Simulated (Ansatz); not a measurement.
## Property card for SiNi3

Level of theory: Ansatz, DFT PBEsol, scalar-relativistic, plane waves, PAW.

Settings: cutoff 420 eV, Γ-centred mesh 12×12×12 on the computed 4-atom cell, Gaussian smearing of 0.10 eV; no spin polarisation.

The structure is relaxed at this level of theory with its symmetry kept. Whether it is the stable form of this composition wasn't checked.

It takes space group Pm-3m (No. 221, cubic). Conventional cell: a = 3.461 Å, b = 3.461 Å, c = 3.461 Å, α = 90.00°, β = 90.00°, γ = 90.00°. Si (site symmetry m-3m) has 12 Ni at 2.45 Å as nearest neighbours. Ni (site symmetry 4/mmm) is surrounded by 4 Si at 2.45 Å and 8 Ni at 2.45 Å.

```
Volume per atom                                                   : 70.0 bohr³
Formation energy from the elements' standard states (uncorrected) : -0.530 eV/atom
Kohn–Sham band gap                                                : none (metal)
Density of states at the Fermi level                              : 2.55 states/eV per cell
Löwdin character within 0.5 eV of the Fermi level                 : Ni 3d 93 %
Bulk modulus                                                      : 240 GPa
Its pressure derivative                                           : 4.7
Bader charges (e)                                                 : Si (1 in the cell) 0.55, Ni (3 in the cell) -0.18
```

A ferromagnetic start lost its moments in a first run, so spin was left out; other magnetic orders weren't tried.